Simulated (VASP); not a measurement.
KTaO3:

```
K Ta O
1.0
     3.98830    0.00000    0.00000
     0.00000    3.98830    0.00000
     0.00000    0.00000    3.98830
K Ta O
1 1 3
Direct
  0.50000 0.50000 0.50000
  0.00000 0.00000 0.00000
  0.50000 0.00000 0.00000
  0.00000 0.50000 0.00000
  0.00000 0.00000 0.50000
```

Base run:

* Program: VASP 6.6.1
* Functional: PBEsol
* Potentials or basis: VASP PAW PBE potentials, release 64 (K_sv, Ta_pv, O)
* Cutoff: 700 eV
* k mesh: 6 × 6 × 6
* Occupations: fermi-dirac, width 0.02 eV
* Spin: no spin polarisation

Its results: band gap on the k mesh 2.09 eV, indirect (least direct gap 2.71 eV); pressure 0.1 GPa.

**Question.** After a change of settings the same cell gave: band gap on the k mesh 2.60 eV, indirect (least direct gap 3.25 eV); pressure 1.2 GPa. Which change was it?
A. cutoff from 700 eV to 520 eV; k mesh from 6 × 6 × 6 to 8 × 8 × 8
B. cutoff from 700 eV to 600 eV
C. functional from PBEsol to r2SCAN; cutoff from 700 eV to 520 eV; further incar settings from ALGO = Fast; EDIFF = 1e-07 to ALGO = Normal; EDIFF = 1e-07
D. potentials or basis from VASP PAW PBE potentials, release 64 (K_sv, Ta_pv, O) to VASP PAW PBE potentials, release 64 (K_pv, Ta, O); cutoff from 700 eV to 500 eV; valence electrons from 38 to 30

**Answer.** C.

Caveats: the PAW data sets were made with another functional, which shifts forces and pressure a little; spin-orbit coupling is left out, which moves the levels of the heavy elements.
